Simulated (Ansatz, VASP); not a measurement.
# Two plane-wave programs on CdS

INCAR

```
SYSTEM = CdS
PREC = Accurate
ENCUT = 520
EDIFF = 1E-6
ISMEAR = 0
SIGMA = 0.03
LREAL = .FALSE.
LASPH = .TRUE.
NELM = 60
ALGO = Normal
ISIF = 2
LWAVE = .FALSE.
LCHARG = .TRUE.
GGA = PE
LELF = .TRUE.
LVHAR = .TRUE.
NBANDS = 16
```

KPOINTS

```
regular mesh
0
G
  10 10 10
  0 0 0
```

POSCAR

```
CdS
1.0
    0.0000000000      2.6844129000      2.7532440000
    2.6844129000      0.0000000000      2.7532440000
    2.6844129000      2.6844129000      0.0000000000
Cd S
1 1
Direct
    0.0000000000      0.0000000000      0.0000000000
    0.5000000000      0.5000000000      0.5000000000
```

Input for Ansatz:

```yaml
crystal:
  lattice:
    - [0.0, 2.6844129, 2.753244]
    - [2.6844129, 0.0, 2.753244]
    - [2.6844129, 2.6844129, 0.0]
  atoms:
    - { symbol: Cd, position: [0.0, 0.0, 0.0] }
    - { symbol: S, position: [0.5, 0.5, 0.5] }
basis:
  ecutwfc: 420
kpoints:
  mp_grid: { grid: [10, 10, 10] }
hamiltonian:
  xc: pbe
scf:
  occupations: { method: gaussian, width: 0.03 }
output:
  forces: true
  stress: true
  eigenvalues: true
```

Change from the starting cell: strain -0.025 along x and y, +0.000 along z, atoms carried along.

Alike in both runs: task single point; functional PBE; k mesh 10 × 10 × 10; occupations gaussian, width 0.03 eV; no spin polarisation.

|  | VASP | Ansatz |
| --- | --- | --- |
| version | VASP 6.6.1 | Ansatz 0.2.0 |
| potentials or method | VASP PAW PBE potentials, release 64 (Cd, S) | scalar-relativistic, plane waves, PAW |
| plane-wave cutoff (eV) | 520 | 420 |
| valence electrons in the cell | 18 | 26 |

```csv
,VASP,Ansatz,Ansatz less VASP
gap on the k mesh at the Fermi level (eV),0.14,0.15,+0.008
least direct gap on the mesh (eV),1.78,1.81,+0.027
pressure (GPa),4.1,3.7,-0.47
largest component of the traceless stress (GPa),1.61,1.54,-0.068
```

The two sets of potentials don't hold the same shells in valence.
